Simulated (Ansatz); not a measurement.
**Nudged elastic band run: W₉C₈**

input.yaml

```yaml
crystal:
  lattice:
    - [5.806, 0.0, 0.0]
    - [0.0, 5.663, 0.0]
    - [0.0, 0.0, 15.19012]
  atoms:
    - { symbol: W, position: [0.0, 0.0, 0.0658323] }
    - { symbol: C, position: [0.00111066, 0.24762861, 0.16789788] }
    - { symbol: W, position: [0.25191688, 0.00343797, 0.22795373] }
    - { symbol: C, position: [0.23890511, 0.26174493, 0.32984907] }
    - { symbol: W, position: [0.0, 0.5, 0.0658323] }
    - { symbol: C, position: [-0.00569877, 0.75214296, 0.16454031] }
    - { symbol: W, position: [0.24547879, 0.49878457, 0.22758271] }
    - { symbol: C, position: [0.04731601, 0.78548799, 0.3083868] }
    - { symbol: W, position: [0.5, 0.0, 0.0658323] }
    - { symbol: C, position: [0.50482314, 0.25220795, 0.16913635] }
    - { symbol: W, position: [0.75082437, -0.00174833, 0.23084688] }
    - { symbol: C, position: [0.76625202, 0.2481886, 0.32930341] }
    - { symbol: W, position: [0.5, 0.5, 0.0658323] }
    - { symbol: C, position: [0.49418309, 0.74911772, 0.17310528] }
    - { symbol: W, position: [0.74810361, 0.49744037, 0.22614842] }
    - { symbol: C, position: [0.81509521, 0.75077671, 0.33398345] }
    - { symbol: W, position: [-0.01193992, 0.44688739, 0.37901282] }
basis:
  ecutwfc: 420.0
kpoints:
  mp_grid: { grid: [4, 5, 1] }
hamiltonian:
  xc: pbesol
  pseudopotentials: { kind: paw, azcp: { folder: soft_1 } }
scf:
  occupations: { method: gaussian, width: 0.05 }
  lower_state_search: "off"
neb:
  images: 5
  f_tol: 0.03
  initial_path: idpp
  max_iterations: 40
  constraints: [{ sites: [0, 4, 8, 12] }]
  final_atoms:
    - { symbol: W, position: [0.0, 0.0, 0.0658323] }
    - { symbol: C, position: [-0.00569877, 0.25214296, 0.16454031] }
    - { symbol: W, position: [0.24547879, -0.00121543, 0.22758271] }
    - { symbol: C, position: [0.04731601, 0.28548799, 0.3083868] }
    - { symbol: W, position: [0.0, 0.5, 0.0658323] }
    - { symbol: C, position: [0.00111066, 0.74762861, 0.16789788] }
    - { symbol: W, position: [0.25191688, 0.50343797, 0.22795373] }
    - { symbol: C, position: [0.23890511, 0.76174493, 0.32984907] }
    - { symbol: W, position: [0.5, 0.0, 0.0658323] }
    - { symbol: C, position: [0.49418309, 0.24911772, 0.17310528] }
    - { symbol: W, position: [0.74810361, -0.00255963, 0.22614842] }
    - { symbol: C, position: [0.81509521, 0.25077671, 0.33398345] }
    - { symbol: W, position: [0.5, 0.5, 0.0658323] }
    - { symbol: C, position: [0.50482314, 0.75220795, 0.16913635] }
    - { symbol: W, position: [0.75082437, 0.49825167, 0.23084688] }
    - { symbol: C, position: [0.76625202, 0.7481886, 0.32930341] }
    - { symbol: W, position: [-0.01193992, 0.94688739, 0.37901282] }
  order_check: true
```

Run as:

```bash
$ ansatz run input.yaml --threads 4 --pin off --max-ram 10240MiB --backend cpu --events-out ev --progress --plain --runs-dir out
```

Output, in part (warnings, iteration lines):

```
NEB end point (image 0): max|allowed force component| = 4.542e-3 eV/Å (the criterion of neb.relax_end_points is 1.000e-2)
NEB end point (image 6): max|allowed force component| = 4.536e-3 eV/Å (the criterion of neb.relax_end_points is 1.000e-2)
NEB iter   1: max|band force component| = 7.255e0 eV/Å  barrier→ = 6.6889 eV  barrier← = 6.6889 eV  Δτ_max = 0.2000 Å  (99 SCF iters)
NEB iter   2: max|band force component| = 4.702e0 eV/Å  barrier→ = 4.1185 eV  barrier← = 4.1185 eV  Δτ_max = 0.2000 Å  (56 SCF iters)
NEB iter   3: max|band force component| = 6.441e0 eV/Å  barrier→ = 3.0708 eV  barrier← = 3.0708 eV  Δτ_max = 0.1021 Å  (51 SCF iters)
NEB iter   4: max|band force component| = 2.685e0 eV/Å  barrier→ = 2.8252 eV  barrier← = 2.8252 eV  Δτ_max = 0.1993 Å  (47 SCF iters)
NEB iter   5: max|band force component| = 1.051e0 eV/Å  barrier→ = 2.6159 eV  barrier← = 2.6159 eV  Δτ_max = 0.2000 Å  (47 SCF iters)
NEB iter   6: max|band force component| = 2.831e0 eV/Å  barrier→ = 2.2691 eV  barrier← = 2.2691 eV  Δτ_max = 0.1049 Å  (48 SCF iters)
NEB iter   7: max|band force component| = 1.919e0 eV/Å  barrier→ = 1.8645 eV  barrier← = 1.8645 eV  Δτ_max = 0.2000 Å  (44 SCF iters)
NEB iter   8: max|band force component| = 1.849e0 eV/Å  barrier→ = 1.3647 eV  barrier← = 1.3647 eV  Δτ_max = 0.2000 Å  (45 SCF iters)
[... lines left out ...]
NEB iter  38: max|band force component| = 2.743e0 eV/Å  barrier→ = 0.7622 eV  barrier← = 0.7622 eV  CI = image 3  Δτ_max = 0.2000 Å  (45 SCF iters)
Error: SIGTERM received: cancelled by the caller after 38 completed NEB iterations
```

The run was cut off at its time limit. The band didn't meet its force threshold, so its energies are provisional: the largest band force was still 2.74 eV/Å, and over the last iterations the top moved between 0.54 and 0.76 eV. Neighbouring images lie up to 1.7 Å apart, so the band is torn or far too coarse. Limits of this set-up: coarse k mesh, thin slab, slab without dipole correction, PAW files made for another functional, a typed lattice constant that wasn't relaxed here.

Final band (atoms are numbered from 1 in the order of the input):

| image | path coordinate (Å) | energy (eV) | W7–W17 (Å) | C8–W11 (Å) | C8–W15 (Å) |
| --- | --- | --- | --- | --- | --- |
| 0 | 0.00 | 0.00 | 2.76 | 2.41 | 2.69 |
| 1 | 1.66 | 0.47 | 2.48 | 3.07 | 2.96 |
| 2 | 3.01 | 0.12 | 2.69 | 3.30 | 3.28 |
| 3 | 4.34 | 0.76 | 2.76 | 3.36 | 3.31 |
| 4 | 5.65 | 0.24 | 2.90 | 3.43 | 3.65 |
| 5 | 6.95 | 0.31 | 3.46 | 3.51 | 3.59 |
| 6 | 8.26 | 0.00 | 3.73 | 3.52 | 3.54 |

Run time: 57 min on 4 threads of Arm Neoverse V2 (shared host), peak memory 3.4 GiB.
